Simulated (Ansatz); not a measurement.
## Sensitivity of the gradients in NaCl to the input

This input was run with Ansatz:

```yaml
crystal:
  lattice:
    - [6.7996343451, 0.0, 0.0]
    - [-3.3998171725, 5.8886560793, 0.0]
    - [0.0, 0.0, 7.094838]
  atoms:
    - { symbol: Na, position: [0.0, 0.6692, 0.5] }
    - { symbol: Na, position: [0.3308, 0.3308, 0.5] }
    - { symbol: Na, position: [0.6692, 0.0, 0.5] }
    - { symbol: Na, position: [0.0, 0.336571, 0.0] }
    - { symbol: Na, position: [0.663429, 0.663429, 0.0] }
    - { symbol: Na, position: [0.336571, 0.0, 0.0] }
    - { symbol: Cl, position: [0.6666666667, 0.3333333333, 0.250447] }
    - { symbol: Cl, position: [0.6666666667, 0.3333333333, 0.749553] }
    - { symbol: Cl, position: [0.3333333333, 0.6666666667, 0.749553] }
    - { symbol: Cl, position: [0.3333333333, 0.6666666667, 0.250447] }
    - { symbol: Cl, position: [0.0, 0.0, 0.750912] }
    - { symbol: Cl, position: [0.0, 0.0, 0.249088] }
kpoints:
  mp_grid: { grid: [5, 5, 4] }
scf:
  occupations: { method: fermi_dirac, width: 0.02 }
  n_extra_bands: 4
hamiltonian:
  xc: pbe
  pseudopotentials: { kind: paw }
output:
  forces: true
  stress: true
  populations: true
  efg:
    quadrupole_moments_barn: { Na: 0.104, Cl: -0.08112 }
    contact_densities: true
basis:
  ecutwfc: "29.4 Ry"
```

It converged. Of its output the block on the nuclei alone is shown, without the SCF iterations, energies, forces and stress (one atom of each set):

```
--- PAW observables at the nuclei: V_zz in 10²¹ V/m², potentials from the cell's mean, atoms counted from 1 ---
  atom   1  Na V_zz =    -0.378227   η = 0.1490   by run symmetry: allowed   C_q = -0.9511 MHz
            electrostatic potential = -974.674563 V   contact ρ = 5904.133342 e/Å³
  atom   4  Na V_zz =    -0.378222   η = 0.1804   by run symmetry: allowed   C_q = -0.9511 MHz
            electrostatic potential = -974.674690 V   contact ρ = 5904.133583 e/Å³
  atom   7  Cl V_zz =    -0.196476   η = 0.0000   by run symmetry: allowed   C_q = +0.3854 MHz
            electrostatic potential = -1772.397575 V   contact ρ = 24093.352473 e/Å³
  atom  11  Cl V_zz =    -0.220812   η = 0.0000   by run symmetry: allowed   C_q = +0.4331 MHz
            electrostatic potential = -1772.406306 V   contact ρ = 24093.363201 e/Å³
```

**Question.** Can these gradients be trusted, and how do they compare with a run on standard settings?

**Answer.** They agree with the standard run. Against the standard input the change is `scf.n_extra_bands`: not typed → 4; `basis.ecutwfc`: not typed → 29.4 Ry. A site carries the number of its first atom; V_zz in 10²¹ V/m².

```json
{"site": "Na1", "V_zz standard": "-0.37", "η standard": "0.15", "V_zz here": "-0.38", "η here": "0.15"}
{"site": "Na4", "V_zz standard": "-0.37", "η standard": "0.19", "V_zz here": "-0.38", "η here": "0.18"}
{"site": "Cl7", "V_zz standard": "-0.20", "η standard": "0.00", "V_zz here": "-0.20", "η here": "0.00"}
{"site": "Cl11", "V_zz standard": "-0.22", "η standard": "0.00", "V_zz here": "-0.22", "η here": "0.00"}
```

No V_zz moves by more than 0.01. SCF iterations: 6 and 6. New warnings: cutoff below recommended. In the changed run the cutoff of 400 eV lies below the one recommended for these PAW files, yet the gradients stay close to the reference.
